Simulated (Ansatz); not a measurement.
ZnSe in the CsCl-type structure, 2 atoms and 28 valence electrons in a cell of about 37 Å³, was run 5 times in Ansatz 0.2.0, each time on 2 threads of Arm Neoverse V2 (shared host). The times are single readings and vary with the host's load.

```tsv
run	k mesh	irreducible k	cutoff (eV)	plane waves	bands	SCF iterations	wall time	peak host memory (GiB)
relaxation, PBE	8×8×8	35	420	739	18	44	4.3 s	0.32
relaxation, r2SCAN	8×8×8	35	500	925	18	29	7.2 s	0.41
bands, PBE	8×8×8	35	420	739	18	6	1.1 s	0.32
single point, r2SCAN	8×8×8	35	500	925	18	7	2.2 s	0.38
single point, HSE06	6×6×6	20	420	739	18	17	19 s	1.4
```

The slowest run (single point, HSE06) took about 17 times as long as the quickest (bands, PBE).
